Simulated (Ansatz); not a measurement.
# Relaxation path: S (diamond type)

DFT, PBE, PAW with Ansatz's default frozen-core files, scalar-relativistic (Ansatz 0.2.0); a Γ-centred 13×13×13 k mesh, Fermi–Dirac smearing of 0.08 eV, no spin polarisation. The run relaxes cell and atoms at a target pressure of 0 GPa.

Command: `ansatz run input.yaml --threads 1 --pin off --max-ram 2048MiB --backend cpu --events-out ev --progress --plain --runs-dir out` It took 6.8 s on 1 thread of Intel(R) Xeon(R) Platinum 8488C (Sapphire Rapids), with other jobs on the host, peak memory 0.37 GiB.

```yaml
crystal:
  lattice:
    - [0.0, 2.7698291284, 2.7698291284]
    - [2.7698291284, 0.0, 2.7698291284]
    - [2.7698291284, 2.7698291284, 0.0]
  atoms:
    - { symbol: S, position: [-0.125, -0.125, -0.125] }
    - { symbol: S, position: [0.125, 0.125, 0.125] }
kpoints:
  mp_grid: { grid: [13, 13, 13] }
scf:
  occupations: { method: fermi_dirac, width: 0.08 }
hamiltonian:
  xc: pbe
  pseudopotentials: { kind: paw }
output:
  forces: true
  stress: true
  write_density: true
  write_potential: true
  elf: true
  volumetric_format: npy
relax:
  f_tol: 0.005
  max_steps: 40
  cell: {}
```

Each step lists its free energy a cell above the last geometry, the pressure, the cell vectors (Å), and Cartesian positions (Å) with forces (eV/Å).

The first step:

```
step 1  dF = 125.58 meV  P = 7.32 GPa
  cell 0.0000 2.7698 2.7698  2.7698 0.0000 2.7698  2.7698 2.7698 0.0000
  S -0.6925 -0.6925 -0.6925   0.0000 0.0000 0.0000
  S 0.6925 0.6925 0.6925   0.0000 0.0000 0.0000
```

Question: Where does the relaxation end, and by which steps?

Answer: After 4 geometries, with conventional a, b, c = 5.789, 5.789, 5.789 Å, at 24.256 Å³/atom (+14.14 % against the start) in space group Fd-3m, with a shortest distance of 2.507 Å. The further steps:
```
step 2  dF = 27.31 meV  P = 3.10 GPa
  cell 0.0000 2.8352 2.8352  2.8352 0.0000 2.8352  2.8352 2.8352 0.0000
  S -0.7088 -0.7088 -0.7088   0.0000 0.0000 0.0000
  S 0.7088 0.7088 0.7088   0.0000 0.0000 0.0000
step 3  dF = 0.44 meV  P = 0.37 GPa
  cell 0.0000 2.8874 2.8874  2.8874 0.0000 2.8874  2.8874 2.8874 0.0000
  S -0.7218 -0.7218 -0.7218   0.0000 0.0000 0.0000
  S 0.7218 0.7218 0.7218   0.0000 0.0000 0.0000
step 4  dF = 0.00 meV  P = 0.03 GPa
  cell 0.0000 2.8947 2.8947  2.8947 0.0000 2.8947  2.8947 2.8947 0.0000
  S -0.7237 -0.7237 -0.7237   0.0000 0.0000 0.0000
  S 0.7237 0.7237 0.7237   0.0000 0.0000 0.0000
step 5  dF = -0.37 meV  P = 0.04 GPa  (same geometry on a basis chosen anew; earlier energies don't compare to the last digit)
  cell 0.0000 2.8947 2.8947  2.8947 0.0000 2.8947  2.8947 2.8947 0.0000
  S -0.7237 -0.7237 -0.7237   0.0000 0.0000 0.0000
  S 0.7237 0.7237 0.7237   0.0000 0.0000 0.0000
```
